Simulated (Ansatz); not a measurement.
**Ti: do energies and stresses tell the same story?**

Computed with DFT PBE, scalar-relativistic, plane waves, PAW in Ansatz.

Settings: cutoff 420 eV, Γ-centred mesh 12×12×14 on the computed 3-atom cell, Gaussian smearing of 0.10 eV; no spin polarisation.

Relaxed cell: P6/mmm, a = 4.580 Å, b = 4.580 Å, c = 2.831 Å, α = 90.00°, β = 90.00°, γ = 120.00°, 3 atoms in the primitive cell. This form isn't the element's structure at ambient conditions.

Energies at zero smearing and pressures from the stress tensor, at volumes with shape and atoms relaxed:
```
V (Å³/atom) E − E(first) (meV/atom) P (GPa)
     15.086                     0.00    17.97
     15.601                   -48.76    12.51
     16.115                   -81.15     7.76
     16.629                   -99.26     3.62
     17.144                  -104.96     0.01
     17.658                   -99.84    -3.13
     18.172                   -85.30    -5.87
     18.858                   -53.34    -8.97
```

Task: Check P = −dE/dV between neighbouring volumes, and get the bulk modulus from the pressures alone.

Result: With 1 eV/Å³ = 160.2 GPa:
```csv
middle V (Å³/atom),−ΔE/ΔV (GPa),mean P (GPa)
15.344,15.191,15.241
15.858,10.088,10.136
16.372,5.643,5.689
16.886,1.775,1.815
17.401,-1.594,-1.558
17.915,-4.531,-4.499
18.515,-7.466,-7.420
```

The two differ by 0.05 GPa at most. The mean of two end pressures misses the average over a step by about ΔV² P″/12, up to 0.06 GPa here; with that taken off 0.01 GPa remains. Around V = 17.144 Å³/atom, the two neighbours give B = −V ΔP/ΔV = 17.144 × 6.75 / 1.029 = 112.4 GPa, against B0 = 112.0 GPa from the Birch–Murnaghan fit of the energies.

Cost: 9 runs of about 4.9 core-minutes in all, on Arm Neoverse V1 (shared hosts).